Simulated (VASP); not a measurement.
# CdS (Fm-3m) in VASP: notebook, part 2 of 2

VASP 6.6.1.

### 4 G0W0 quasiparticle levels, PBE

POSCAR reads:

```
CdS
1.0
    0.0000000000      2.7532440000      2.7532440000
    2.7532440000      0.0000000000      2.7532440000
    2.7532440000      2.7532440000      0.0000000000
Cd S
1 1
Direct
    0.0000000000      0.0000000000      0.0000000000
    0.5000000000      0.5000000000      0.5000000000
```

INCAR.step1 reads:

```
SYSTEM = CdS
PREC = Accurate
ENCUT = 450
EDIFF = 1E-8
ISMEAR = 0
SIGMA = 0.01
LREAL = .False.
LASPH = .True.
NELM = 60
ALGO = Normal
LWAVE = .True.
LCHARG = .False.
GGA = PE
```

INCAR.step2 reads:

```
SYSTEM = CdS
PREC = Accurate
ENCUT = 450
EDIFF = 1E-8
ISMEAR = 0
SIGMA = 0.01
LREAL = .False.
LASPH = .True.
NELM = 1
ALGO = Exact
LWAVE = .True.
LCHARG = .False.
GGA = PE
NBANDS = 21
LOPTICS = .True.
ISTART = 1
```

INCAR.step3 reads:

```
SYSTEM = CdS
PREC = Accurate
ENCUT = 450
EDIFF = 1E-8
ISMEAR = 0
SIGMA = 0.01
LREAL = .False.
LASPH = .True.
ALGO = EVGW0
LWAVE = .False.
LCHARG = .False.
GGA = PE
NELMGW = 1
NBANDS = 21
ENCUTGW = 150
NOMEGA = 48
PRECFOCK = Fast
ISTART = 1
NBANDSGW = 17
```

KPOINTS reads:

```
Automatic mesh
0
Gamma
  3 3 3
  0 0 0
```

Potentials or basis: VASP PAW PBE potentials, release 64 (Cd_GW, S_GW).

Run with:

```console
$ cat potpaw_PBE.64/Cd_GW/POTCAR potpaw_PBE.64/S_GW/POTCAR > POTCAR
$ cp INCAR.step1 INCAR
$ mpirun -np 1 vasp_std > vasp.out
$ cp INCAR.step2 INCAR
$ mpirun -np 1 vasp_std > vasp.out
$ cp INCAR.step3 INCAR
$ mpirun -np 1 vasp_std > vasp.out
```

OUTCAR:

```text
SYSTEM = CdS
   PREC = Accurate
   ENCUT = 450
   EDIFF = 1E-8
   ISMEAR = 0
   LREAL = .False.
   LASPH = .True.
   GGA = PE
   NELMGW = 1
   ENCUTGW = 150
   PRECFOCK = Fast
   ISTART = 1

 Found      4 irreducible k-points:

 Following reciprocal coordinates:
            Coordinates               Weight
  0.000000  0.000000  0.000000      1.000000
  0.333333  0.000000  0.000000      8.000000
  0.333333  0.333333  0.000000      6.000000
 -0.333333  0.333333  0.000000     12.000000
   k-points           NKPTS =      4   k-points in BZ     NKDIM =     27   number of bands    NBANDS=     21
   number of dos      NEDOS =    301   number of ions     NIONS =      2
   total plane-waves  NPLWV =  21952
   dimension x,y,z NGX =    28 NGY =   28 NGZ =   28
   dimension x,y,z NGXF=    56 NGYF=   56 NGZF=   56
   ions per type =               1   1
   NGX,Y,Z   is equivalent  to a cutoff of  11.95, 11.95, 11.95 a.u.
   NGXF,Y,Z  is equivalent  to a cutoff of  23.91, 23.91, 23.91 a.u.
 SYSTEM =  CdS
   PREC   = accura    normal or accurate (medium, high low for compatibility)
   ISTART =      1    job   : 0-new  1-cont  2-samecut
   ICHARG =      0    charge: 1-file 2-atom 10-const
   ISPIN  =      1    spin polarized calculation?
   LNONCOLLINEAR =      F non collinear calculations
   LSORBIT =      F    spin-orbit coupling
   LASPH  =      T    aspherical Exc in radial PAW
   ENCUT  =  450.0 eV  33.07 Ry    5.75 a.u.   6.73  6.73  6.73*2*pi/ulx,y,z
   NELM   =     60;   NELMIN=  2; NELMDL=  0     # of ELM steps
   EDIFF  = 0.1E-07   stopping-criterion for ELM
   LREAL  =      F    real-space projection
   EDIFFG = 0.1E-06   stopping-criterion for IOM
   NSW    =      0    number of steps for IOM
   IBRION =     -1    ionic relax: 0-MD 1-quasi-New 2-CG
   NFREE  =      0    steps in history (QN), initial steepest desc. (CG)
   ISIF   =      0    stress and relaxation
   ISYM   =      3    0-nonsym 1-usesym 2-fastsym
   POTIM  = 0.5000    time-step for ionic-motion
   TEBEG  =    0.0;   TEEND  =   0.0 temperature during run
   PSTRESS=    0.0 pullay stress
   NELECT =      18.0000    total number of electrons
   NUPDOWN=      -1.0000    fix difference up-down
   EMIN   =  10.00;   EMAX   =-10.00  energy-range for DOS
   EFERMI =   0.00;   METHOD = LEGACY
   ISMEAR =     0;   SIGMA  =   0.01  broadening in eV -4-tet -1-fermi 0-gaus
   EFERMI_NEDOS =   21; number of points for ismear=-14 and -15
   IALGO  =     38    algorithm
   IMIX   =      4    mixing-type and parameters
     AMIX     =   0.40;   BMIX     =  1.00
     AMIX_MAG =   1.60;   BMIX_MAG =  1.00
  volume/ion in A,a.u.               =      20.87       140.84
  Fermi-wavevector in a.u.,A,eV,Ry     =   1.236833  2.337275 20.813583  1.529755
  Thomas-Fermi vector in A             =   2.371425
   LORBIT       =      0    0 simple, 1 ext, 2 COOP (PROOUT), +10 PAW based schemes
   GGA     = PE    functional components
   LHFCALC =     T    Hartree Fock is set to
   PRECFOCK=fast      Normal, Fast or Accurate (Low or Medium for compatibility)
   ENCUT4O =  -1.0   cutoff for four orbital integrals eV
   NKREDX  =     1    reduce k-point grid by
   NKREDY  =     1    reduce k-point grid by
   NKREDZ  =     1    reduce k-point grid by
   AEXX    =    1.0000 exact exchange contribution
   HFSCREEN=    0.0000 screening length (either q_TF or 0.3 A-1)
   HFSCREENC=   0.0000 screening length for correlation (either q_TF or 0.3 A-1)
   ENCUTFOCK=  -1.0 apply spherical cutoff to Coloumb kernel
   IVDW    =     0    specifies the selected vdW correction
   LEPSILON=     F    determine dielectric tensor
   LRPA    =     F    only Hartree local field effects (RPA)
   LRPAFORCE           =     F    calculate RPA forces
   ENCUTGW             = 150.0    cutoff for response function in eV
   ENCUTGWSOFT         = 120.0    soft cutoff for Coulomb kernel in GW response function in eV
   ENCUTLF             =  -1.0    cutoff for local field effects
   NELMGW              =     1    number of iterations in solving QP/BSE equation
   NELMHF              =     1    number of iterations in the inner HF iteration
   NKREDLFX            =     1    NKREDLFY  =   1   NKREDLFZ  =   1
 non-spin polarized calculation
 Gauss-broadening in eV      SIGMA  =   0.01
  energy-cutoff  :      450.00
  volume of cell :       41.74
 maximum number of plane-waves:       906
  NGX = 16; NGY = 16; NGZ = 16
   NGX = 13   NGY = 13   NGZ = 13
 maximum number of plane-waves:       176

 QP shifts <psi_nk| G(iteration)W_0 |psi_nk>: iteration 1
 for sc-GW calculations column KS-energies equals QP-energies in previous step
 and V_xc(KS)=  KS-energies - (<T + V_ion + V_H > + <T+V_H+V_ion>^1  + <V_x>^1)

 k-point   1 :       0.0000    0.0000    0.0000
  band No.  KS-energies  QP-energies   sigma(KS)   V_xc(KS)     V^pw_x(r,r')   Z            occupation Imag(sigma)

      1      -8.2276      -8.0288     -12.3660     -12.6776     -20.6296       0.6380       2.0000       1.5664
      2      -3.3313      -4.5041     -17.0375     -15.3687     -23.1447       0.7028       2.0000       0.2953
      3      -3.3313      -4.5041     -17.0375     -15.3687     -23.1447       0.7028       2.0000       0.2953
      4      -3.3313      -4.5041     -17.0375     -15.3687     -23.1447       0.7028       2.0000       0.2953
      5      -3.3249      -4.4997     -17.1703     -15.5045     -23.4091       0.7052       2.0000       0.3648
      6      -3.3249      -4.4997     -17.1703     -15.5045     -23.4091       0.7052       2.0000       0.3648
[... 9 lines left out ...]
     16      15.6056      17.1131      -8.1477     -10.1578      -3.6388       0.7499       0.0000      -0.5871
     17      15.6056      17.1131      -8.1477     -10.1578      -3.6388       0.7499       0.0000      -0.5871
[... 46 lines left out ...]
      1      -7.1911      -7.0272     -13.3814     -13.6351     -21.4151       0.6460       2.0000       1.2552
      2      -3.4626      -4.5928     -16.9443     -15.3329     -23.2267       0.7014       2.0000       0.3854
      3      -3.4289      -4.5473     -16.6587     -15.0640     -22.7523       0.7013       2.0000       0.3316
      4      -3.2651      -4.4245     -16.9770     -15.3251     -23.0689       0.7019       2.0000       0.3057
      5      -3.1335      -4.3274     -17.2845     -15.5914     -23.3913       0.7051       2.0000       0.2859
      6      -2.8377      -3.8962     -17.1093     -15.6200     -23.2646       0.7107       2.0000       0.3716
[... 9 lines left out ...]
     16      19.7754      21.8208      -8.5679     -11.1813      -3.9643       0.7826       0.0000      -0.9571
     17      20.9739      23.1791      -8.4891     -11.2693      -4.0494       0.7932       0.0000      -0.9695
```

OUTCAR.step1:

```text
SYSTEM = CdS
   PREC = Accurate
   ENCUT = 450
   EDIFF = 1E-8
   ISMEAR = 0
   LREAL = .False.
   LASPH = .True.
[... 170 lines left out ...]
      0.00000      0.00000      0.00000         0.000000      0.000000      0.000000
      2.75324      2.75324      2.75324         0.000000      0.000000      0.000000
 -----------------------------------------------------------------------------------
    total drift:                                0.000000      0.000000      0.000000

  FREE ENERGIE OF THE ION-ELECTRON SYSTEM (eV)
  ---------------------------------------------------
  free  energy   TOTEN  =        -5.6339770733 eV

  energy  without entropy=       -5.6339770733  energy(sigma->0) =       -5.63397707
```

OUTCAR.step2:

```text
SYSTEM = CdS
   PREC = Accurate
   ENCUT = 450
   EDIFF = 1E-8
[... 537 lines left out ...]
  --------------------------------------------------------------------------------------------------------------
     0.00000    22.75630    22.75630    22.75630    -0.00000    -0.00000     0.00000
     0.46243    23.88841    23.88841    23.88841    -0.00000    -0.00000     0.00000
     0.92486    28.99252    28.99252    28.99252    -0.00000    -0.00000     0.00000
     1.38728    47.47691    47.47691    47.47691    -0.00000    -0.00000     0.00000
     1.84971     0.82724     0.82724     0.82724    -0.00000    -0.00000     0.00000
     2.31214    14.05345    14.05345    14.05345    -0.00000    -0.00000     0.00000
[... 92 lines left out ...]
    45.31791     0.79892     0.79892     0.79892     0.00000    -0.00000    -0.00000
    45.78034     0.80337     0.80337     0.80337     0.00000    -0.00000    -0.00000
```

Wall time 22 s (1 thread of Intel Xeon Platinum 8488C (Sapphire Rapids), shared host); peak memory 0.22 GiB.

The run converged, but some of its settings lie outside the range that counts as converged, so its numbers aren't taken as properties of the crystal.

Results:

```yaml
Band_gap_on_the_k_mesh_mean-field_level: 0.97 eV, indirect (least direct gap 1.47 eV)
Quasiparticle_gap: 1.82 eV
Least_direct_quasiparticle_gap: 2.30 eV
```

Caveat: the k mesh is coarse (spacing up to 0.66 Å⁻¹), so the values aren't converged; bands, screening cutoff and mesh are small and nothing is extrapolated, so the quasiparticle values aren't converged; an odd mesh through Γ misses points on the zone boundary, where band edges often lie.

### 5 G0W0 quasiparticle levels, PBE

POSCAR is that of step 4.

INCAR.step1 is that of step 4.

Edit INCAR.step2 of step 4 so:

```diff
@@ -13,3 +13,3 @@
 GGA = PE
-NBANDS = 21
+NBANDS = 34
 LOPTICS = .True.
```

Edit INCAR.step3 of step 4 so:

```diff
@@ -13,4 +13,4 @@
 NELMGW = 1
-NBANDS = 21
-ENCUTGW = 150
+NBANDS = 34
+ENCUTGW = 100
 NOMEGA = 48
```

KPOINTS is that of step 4.

Potentials or basis: VASP PAW PBE potentials, release 64 (Cd_GW, S_GW).

Run with:

```console
$ cat potpaw_PBE.64/Cd_GW/POTCAR potpaw_PBE.64/S_GW/POTCAR > POTCAR
$ cp INCAR.step1 INCAR
$ mpirun -np 1 vasp_std > vasp.out
$ cp INCAR.step2 INCAR
$ mpirun -np 1 vasp_std > vasp.out
$ cp INCAR.step3 INCAR
$ mpirun -np 1 vasp_std > vasp.out
```

OUTCAR:

```text
SYSTEM = CdS
   PREC = Accurate
   ENCUT = 450
   EDIFF = 1E-8
   ISMEAR = 0
   LREAL = .False.
   LASPH = .True.
   GGA = PE
   NELMGW = 1
   ENCUTGW = 100
   PRECFOCK = Fast
   ISTART = 1

 Found      4 irreducible k-points:

 Following reciprocal coordinates:
            Coordinates               Weight
  0.000000  0.000000  0.000000      1.000000
  0.333333  0.000000  0.000000      8.000000
  0.333333  0.333333  0.000000      6.000000
 -0.333333  0.333333  0.000000     12.000000
   k-points           NKPTS =      4   k-points in BZ     NKDIM =     27   number of bands    NBANDS=     34
[... 60 lines left out ...]
   NELMGW              =     1    number of iterations in solving QP/BSE equation
   NELMHF              =     1    number of iterations in the inner HF iteration
   NKREDLFX            =     1    NKREDLFY  =   1   NKREDLFZ  =   1
 non-spin polarized calculation
 Gauss-broadening in eV      SIGMA  =   0.01
  energy-cutoff  :      450.00
  volume of cell :       41.74
 maximum number of plane-waves:       906
  NGX = 16; NGY = 16; NGZ = 16
   NGX = 13   NGY = 13   NGZ = 13
 maximum number of plane-waves:       113
 NGX is ok and might be reduce to    14

 QP shifts <psi_nk| G(iteration)W_0 |psi_nk>: iteration 1
 for sc-GW calculations column KS-energies equals QP-energies in previous step
 and V_xc(KS)=  KS-energies - (<T + V_ion + V_H > + <T+V_H+V_ion>^1  + <V_x>^1)

 k-point   1 :       0.0000    0.0000    0.0000
  band No.  KS-energies  QP-energies   sigma(KS)   V_xc(KS)     V^pw_x(r,r')   Z            occupation Imag(sigma)

      1      -8.2276      -8.2452     -12.7040     -12.6776     -20.6296       0.6633       2.0000       1.5524
      2      -3.3313      -4.4845     -16.9813     -15.3687     -23.1447       0.7151       2.0000       0.3941
      3      -3.3313      -4.4845     -16.9813     -15.3687     -23.1447       0.7151       2.0000       0.3941
      4      -3.3313      -4.4845     -16.9813     -15.3687     -23.1447       0.7151       2.0000       0.3941
      5      -3.3249      -4.4929     -17.1316     -15.5045     -23.4091       0.7178       2.0000       0.4506
      6      -3.3249      -4.4929     -17.1316     -15.5045     -23.4091       0.7178       2.0000       0.4506
[... 59 lines left out ...]
      3      -3.4289      -4.5487     -16.6282     -15.0640     -22.7523       0.7159       2.0000       0.4246
      4      -3.2651      -4.4091     -16.9215     -15.3251     -23.0689       0.7166       2.0000       0.3970
      5      -3.1335      -4.2992     -17.2114     -15.5914     -23.3913       0.7195       2.0000       0.3832
      6      -2.8377      -3.8891     -17.0784     -15.6200     -23.2646       0.7209       2.0000       0.4633
[... 9 lines left out ...]
     16      19.7754      21.0671      -9.5086     -11.1813      -3.9643       0.7722       0.0000      -0.9573
     17      20.9739      22.3808      -9.4784     -11.2693      -4.0494       0.7855       0.0000      -0.9861
```

OUTCAR.step2:

```text
SYSTEM = CdS
   PREC = Accurate
   ENCUT = 450
   EDIFF = 1E-8
[... 538 lines left out ...]
  --------------------------------------------------------------------------------------------------------------
     0.00000    22.87580    22.87580    22.87580     0.00000     0.00000    -0.00000
     0.61493    25.04478    25.04478    25.04478     0.00000     0.00000    -0.00000
     1.22987    40.66706    40.66706    40.66706     0.00000     0.00000    -0.00000
     1.84480     0.66389     0.66389     0.66389     0.00000     0.00000    -0.00000
     2.45973    16.98559    16.98559    16.98559     0.00000     0.00000    -0.00000
     3.07467    40.24505    40.24505    40.24505     0.00000     0.00000    -0.00000
[... 92 lines left out ...]
    60.26349     0.82825     0.82825     0.82825    -0.00000    -0.00000     0.00000
    60.87843     0.83256     0.83256     0.83256    -0.00000    -0.00000     0.00000
```

Wall time 23 s (1 thread of Intel Xeon Platinum 8488C (Sapphire Rapids), shared host); peak memory 0.23 GiB.

The run converged, but some of its settings lie outside the range that counts as converged, so its numbers aren't taken as properties of the crystal.

What came out:

```yaml
Band_gap_on_the_k_mesh_mean-field_level: 0.97 eV, indirect (least direct gap 1.47 eV)
Quasiparticle_gap: 1.72 eV
Least_direct_quasiparticle_gap: 2.23 eV
```

Caveat: the k mesh is coarse (spacing up to 0.66 Å⁻¹), so the values aren't converged; bands, screening cutoff and mesh are small and nothing is extrapolated, so the quasiparticle values aren't converged; an odd mesh through Γ misses points on the zone boundary, where band edges often lie.

### 6 G0W0 quasiparticle levels, PBE

POSCAR is that of step 5.

INCAR.step1 is that of step 5.

Edit INCAR.step2 of step 5 so:

```diff
@@ -13,3 +13,3 @@
 GGA = PE
-NBANDS = 34
+NBANDS = 59
 LOPTICS = .True.
```

Edit INCAR.step3 of step 5 so:

```diff
@@ -13,3 +13,3 @@
 NELMGW = 1
-NBANDS = 34
+NBANDS = 59
 ENCUTGW = 100
```

KPOINTS is that of step 5.

Potentials or basis: VASP PAW PBE potentials, release 64 (Cd_GW, S_GW).

Run with:

```console
$ cat potpaw_PBE.64/Cd_GW/POTCAR potpaw_PBE.64/S_GW/POTCAR > POTCAR
$ cp INCAR.step1 INCAR
$ mpirun -np 1 vasp_std > vasp.out
$ cp INCAR.step2 INCAR
$ mpirun -np 1 vasp_std > vasp.out
$ cp INCAR.step3 INCAR
$ mpirun -np 1 vasp_std > vasp.out
```

OUTCAR:

```text
SYSTEM = CdS
   PREC = Accurate
   ENCUT = 450
   EDIFF = 1E-8
   ISMEAR = 0
   LREAL = .False.
   LASPH = .True.
   GGA = PE
   NELMGW = 1
   ENCUTGW = 100
   PRECFOCK = Fast
   ISTART = 1

 Found      4 irreducible k-points:

 Following reciprocal coordinates:
            Coordinates               Weight
  0.000000  0.000000  0.000000      1.000000
  0.333333  0.000000  0.000000      8.000000
  0.333333  0.333333  0.000000      6.000000
 -0.333333  0.333333  0.000000     12.000000
   k-points           NKPTS =      4   k-points in BZ     NKDIM =     27   number of bands    NBANDS=     59
[... 60 lines left out ...]
   NELMGW              =     1    number of iterations in solving QP/BSE equation
   NELMHF              =     1    number of iterations in the inner HF iteration
   NKREDLFX            =     1    NKREDLFY  =   1   NKREDLFZ  =   1
 non-spin polarized calculation
 Gauss-broadening in eV      SIGMA  =   0.01
  energy-cutoff  :      450.00
  volume of cell :       41.74
 maximum number of plane-waves:       906
  NGX = 16; NGY = 16; NGZ = 16
   NGX = 13   NGY = 13   NGZ = 13
 maximum number of plane-waves:       113
 NGX is ok and might be reduce to    14

 QP shifts <psi_nk| G(iteration)W_0 |psi_nk>: iteration 1
 for sc-GW calculations column KS-energies equals QP-energies in previous step
 and V_xc(KS)=  KS-energies - (<T + V_ion + V_H > + <T+V_H+V_ion>^1  + <V_x>^1)

 k-point   1 :       0.0000    0.0000    0.0000
  band No.  KS-energies  QP-energies   sigma(KS)   V_xc(KS)     V^pw_x(r,r')   Z            occupation Imag(sigma)

      1      -8.2276      -8.4274     -12.9787     -12.6776     -20.6296       0.6633       2.0000       1.5224
      2      -3.3313      -4.6303     -17.2049     -15.3687     -23.1447       0.7075       2.0000       0.4998
      3      -3.3313      -4.6303     -17.2049     -15.3687     -23.1447       0.7075       2.0000       0.4998
      4      -3.3313      -4.6303     -17.2049     -15.3687     -23.1447       0.7075       2.0000       0.4998
      5      -3.3249      -4.6089     -17.3123     -15.5045     -23.4091       0.7102       2.0000       0.5372
      6      -3.3249      -4.6089     -17.3123     -15.5045     -23.4091       0.7102       2.0000       0.5372
[... 59 lines left out ...]
      3      -3.4289      -4.6916     -16.8484     -15.0640     -22.7523       0.7076       2.0000       0.5259
      4      -3.2651      -4.5609     -17.1529     -15.3251     -23.0689       0.7090       2.0000       0.5089
      5      -3.1335      -4.4523     -17.4426     -15.5914     -23.3913       0.7124       2.0000       0.4981
      6      -2.8377      -4.0176     -17.2705     -15.6200     -23.2646       0.7148       2.0000       0.5467
[... 9 lines left out ...]
     16      19.7754      20.6210     -10.0830     -11.1813      -3.9643       0.7699       0.0000      -0.9254
     17      20.9739      21.8866     -10.1006     -11.2693      -4.0494       0.7809       0.0000      -0.9651
```

Run time: 27 s. Hardware: 1 thread of Intel Xeon Platinum 8488C (Sapphire Rapids), shared host; peak memory 0.23 GiB.

The run converged, but some of its settings lie outside the range that counts as converged, so its numbers aren't taken as properties of the crystal.

What came out:

```
Band gap on the k mesh, mean-field level : 0.97 eV, indirect (least direct gap 1.47 eV)
Quasiparticle gap                        : 1.65 eV
Least direct quasiparticle gap           : 2.16 eV
```

Caveat: the k mesh is coarse (spacing up to 0.66 Å⁻¹), so the values aren't converged; bands, screening cutoff and mesh are small and nothing is extrapolated, so the quasiparticle values aren't converged; an odd mesh through Γ misses points on the zone boundary, where band edges often lie.
